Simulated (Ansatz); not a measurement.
SrTe (rocksalt) (r2SCAN geometry), in Ansatz:

```
CELL_PARAMETERS angstrom
0.00000 3.35276 3.35276
3.35276 0.00000 3.35276
3.35276 3.35276 0.00000
ATOMIC_POSITIONS crystal
Sr 0.00000 0.00000 0.00000
Te 0.50000 0.50000 0.50000
```

G0W0@PBE with 413 empty bands, a screening cutoff of 180 eV and a 4×4×4 mesh (PAW, contour deformation) gives 2.925 eV over the mesh points, from a PBE gap of 1.763 eV; it sums over 426 bands with 411 plane waves in the screening and a wave cutoff of 420 eV. G0W0 values are finite-basis, finite-mesh values. Spin-unpolarised throughout; all numbers are computed.

Task: Another run gave a Kohn-Sham gap of 1.765 eV and a G0W0 gap of 2.911 eV, summing over 426 bands with 411 plane waves in the screening and a wave cutoff of 1120 eV. What was changed?

Result: Potentials of the kind norm-conserving, with them a wave cutoff of 1120 eV. The wave cutoff gives it away.

Task: Another run gave a Kohn-Sham gap of 1.763 eV and a G0W0 gap of 2.828 eV, summing over 184 bands with 169 plane waves in the screening and a wave cutoff of 420 eV. What was changed?

Result: Empty bands 171, screening cutoff 100 eV. The counts of bands and plane waves show that both rose or fell; the cutoff follows only within a few eV.

Task: Another run gave a Kohn-Sham gap of 2.165 eV and a G0W0 gap of 3.180 eV, summing over 426 bands with 411 plane waves in the screening and a wave cutoff of 500 eV. What was changed?

Result: Starting point r2SCAN, with them a wave cutoff of 500 eV. The Kohn-Sham gap has moved while bands and screening basis stay; the higher wave cutoff is that of a meta-GGA.

Task: Estimate the gap with starting point HSE06.

Result: 3.274 eV (+0.349 eV), from a Kohn-Sham gap of 2.492 eV.

No spin-orbit coupling is included; it can move band edges with weight on the heavy atoms by tenths of an eV.
